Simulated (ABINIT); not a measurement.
# InAs (F-43m) in ABINIT: notebook, part 2 of 2

ABINIT 10.8.3 (patched build).

## Step 4: Single point, PBE

The input, run.abi:

```
pp_dirpath "./"
pseudos "In.GGA_PBE-JTH.xml, As.GGA_PBE-JTH.xml"

acell 8.0655335175 8.0655335175 8.0655335175
rprim
     0.0000000000     0.7071067812     0.7071067812
     0.7071067812     0.0000000000     0.7071067812
     0.7071067812     0.7071067812     0.0000000000
ntypat 2
znucl 49 33
natom 2
typat 1 2
xred
     0.0000000000     0.0000000000     0.0000000000
     0.7500000000     0.7500000000     0.7500000000

ecut 17.0
pawecutdg 34.0

kptopt 1
ngkpt 10 10 10
nshiftk 1
shiftk 0.0 0.0 0.0

ixc 11

nband 18
occopt 3
tsmear 0.00183747

nstep 100
tolvrs 1.0e-9

iomode 3
prtwf 0
prtden 0
prteig 0
prtebands 0
enunit 2
```

Potentials or basis: JTH PAW PBE v2.0.

On the command line:

```sh
> abinit run.abi > log 2>&1
```

It took 39 s on 1 thread of Arm Neoverse V1, shared host; peak memory 0.12 GiB.

Results (log left out):

- Free energy: -4678.2314 eV
- Band gap on the k mesh: none (metal or under the smearing width)
- Valence electrons inside the program's atomic spheres: In 11.23; As 12.70

Levels at points of the mesh, in eV from the Fermi level:
```tsv
k point	band 11	band 12	band 13	band 14	band 15	band 16	band 17	band 18
(0.00, 0.00, 0.00)	-11.98	-0.26	-0.07	-0.07	-0.07	3.84	3.84	3.84
(0.50, 0.00, 0.00)	-10.49	-5.87	-1.07	-1.07	0.89	4.61	4.61	6.79
(0.50, 0.50, 0.00)	-9.95	-5.94	-2.42	-2.42	1.47	1.99	9.20	9.23
```

Caveat: this crystal is a semiconductor, whose small gap the functional closes, so the metal is an error of the method.

## Step 5: Single point, PBEsol

Changes to run.abi since step 4:

```diff
@@ -12,5 +12,5 @@
 typat 1 2
-xred
+xcart
      0.0000000000     0.0000000000     0.0000000000
-     0.7500000000     0.7500000000     0.7500000000
+     4.5270000000     4.5270000000     4.5270000000 Angstrom
 
@@ -24,3 +24,3 @@
 
-ixc 11
+ixc -116133
 
@@ -28,3 +28,3 @@
 occopt 3
-tsmear 0.00183747
+tsmear 0.05 eV
 
@@ -38,2 +38 @@
 prtebands 0
-enunit 2
```

On the command line:

```sh
> abinit run.abi > log 2>&1
```

Run time: 41 s. Hardware: 1 thread of Arm Neoverse V1, shared host; peak memory 0.12 GiB.

It converged, with:

```
Free energy                                           : -4677.5297 eV
Band gap on the k mesh                                : none (metal or under the smearing width)
Valence electrons inside the program's atomic spheres : In 11.23; As 12.69
```

Levels at points of the mesh, in eV from the Fermi level:
| k point | band 11 | band 12 | band 13 | band 14 | band 15 | band 16 | band 17 | band 18 |
| --- | --- | --- | --- | --- | --- | --- | --- | --- |
| (0.00, 0.00, 0.00) | -12.01 | -0.35 | -0.07 | -0.07 | -0.07 | 3.79 | 3.79 | 3.79 |
| (0.50, 0.00, 0.00) | -10.51 | -5.92 | -1.08 | -1.08 | 0.80 | 4.56 | 4.56 | 6.65 |
| (0.50, 0.50, 0.00) | -9.96 | -5.98 | -2.44 | -2.44 | 1.37 | 1.91 | 9.07 | 9.18 |

Caveat: this crystal is a semiconductor, whose small gap the functional closes, so the metal is an error of the method.

## Step 6: Single point, PBE

The input, run.abi:

```
# Pseudopotentials
pp_dirpath "./"
pseudos "In.upf, As.upf"

# Structure
acell 3*1.0 Angstrom
rprim
     0.0000000000     3.0180000000     3.0180000000
     3.0180000000     0.0000000000     3.0180000000
     3.0180000000     3.0180000000     0.0000000000
ntypat 2
znucl 49 33
natom 2
typat 1 2
xcart
     0.0000000000     0.0000000000     0.0000000000
     4.5270000000     4.5270000000     4.5270000000 Angstrom

# Plane-wave basis
ecut 38.0

# k points
kptopt 1
ngkpt 6 6 6
nshiftk 1
shiftk 0.0 0.0 0.0

# Exchange and correlation
ixc 11

# Bands and occupations
nband 18
occopt 3
tsmear 0.00183747

# SCF cycle
nstep 100
tolvrs 1.0e-10

# Output
iomode 3
prtwf 0
prtden 0
prteig 0
prtebands 0
enunit 2
```

Potentials or basis: PseudoDojo NC SR PBE v0.4.1 standard.

On the command line:

```sh
> abinit run.abi > log 2>&1
```

Run time: 55 s. Hardware: 1 thread of Arm Neoverse V1, shared host; peak memory 0.1 GiB.

The run converged. Its results:

```
Free energy                                           : -4694.8891 eV
Band gap on the k mesh                                : none (metal or under the smearing width)
Valence electrons inside the program's atomic spheres : In 9.91; As 12.37
```

Levels at points of the mesh, in eV from the Fermi level:
| k point | band 11 | band 12 | band 13 | band 14 | band 15 | band 16 | band 17 | band 18 |
| --- | --- | --- | --- | --- | --- | --- | --- | --- |
| (0.00, 0.00, 0.00) | -11.94 | -0.21 | -0.04 | -0.04 | -0.04 | 3.88 | 3.88 | 3.88 |
| (0.50, 0.00, 0.00) | -10.46 | -5.83 | -1.03 | -1.03 | 0.93 | 4.65 | 4.65 | 6.85 |
| (0.50, 0.50, 0.00) | -9.91 | -5.90 | -2.37 | -2.37 | 1.50 | 2.03 | 9.24 | 9.28 |

Caveat: this crystal is a semiconductor, whose small gap the functional closes, so the metal is an error of the method.

## Step 7: Overview

| level | potentials or basis | k mesh | cutoff (eV) | fine-grid cutoff | mesh quality | gap on the mesh (eV) |
| --- | --- | --- | --- | --- | --- | --- |
| PBEsol | JTH PAW PBE v2.0 | 5 × 5 × 5 | 463 | 925.187 eV | coarse | none |
| LDA | JTH PAW LDA v2.0 | 10 × 10 × 10 | 463 | 925.187 eV | not flagged | none |
| PBE | JTH PAW PBE v2.0 | 10 × 10 × 10 | 463 | 925.187 eV | not flagged | none |
| PBEsol | JTH PAW PBE v2.0 | 10 × 10 × 10 | 463 | 925.187 eV | not flagged | none |
| PBE | PseudoDojo NC SR PBE v0.4.1 standard | 6 × 6 × 6 | 1034 | - | not flagged | none |

Alike in all rows: task single point; no spin polarisation; cell as given; smearing fermi-dirac 0.05 eV.

Caveats: some runs use coarse meshes; this crystal is a semiconductor, whose small gap the functional closes, so the metal is an error of the method.

Absolute energies hang on the potentials; compare differences alone.

## Step 8: How close it comes

Step 3. Against the measured gap of InAs, 0.418 eV (direct; 4.2 K; a printed reference work, data compilation), the calculated 0.00 eV is off by -0.42 eV. Spin-orbit coupling on As, In is left out. The value is that of LDA on a finite k mesh, which can miss the band edges, without temperature or zero-point motion. Semilocal functionals fall short of measured gaps as a rule.

Step 4. A measured gap of InAs is 0.418 eV (direct; 4.2 K; a printed reference work, data compilation); the calculated 0.00 eV misses it by -0.42 eV. Spin-orbit coupling on As, In is left out. The value is that of PBE on a finite k mesh, which can miss the band edges, without temperature or zero-point motion. Semilocal functionals fall short of measured gaps as a rule.

Step 5. Against the measured gap of InAs, 0.418 eV (direct; 4.2 K; a printed reference work, data compilation), the calculated 0.00 eV is off by -0.42 eV. Spin-orbit coupling on As, In is left out. The value is that of PBEsol on a finite k mesh, which can miss the band edges, without temperature or zero-point motion. Semilocal functionals fall short of measured gaps as a rule.

Step 6. Measured gap of InAs: 0.418 eV (direct; 4.2 K; a printed reference work, data compilation). This calculation gives 0.00 eV (-0.42 eV). Spin-orbit coupling on As, In is left out. The value is that of PBE on a finite k mesh, which can miss the band edges, without temperature or zero-point motion. Semilocal functionals fall short of measured gaps as a rule.
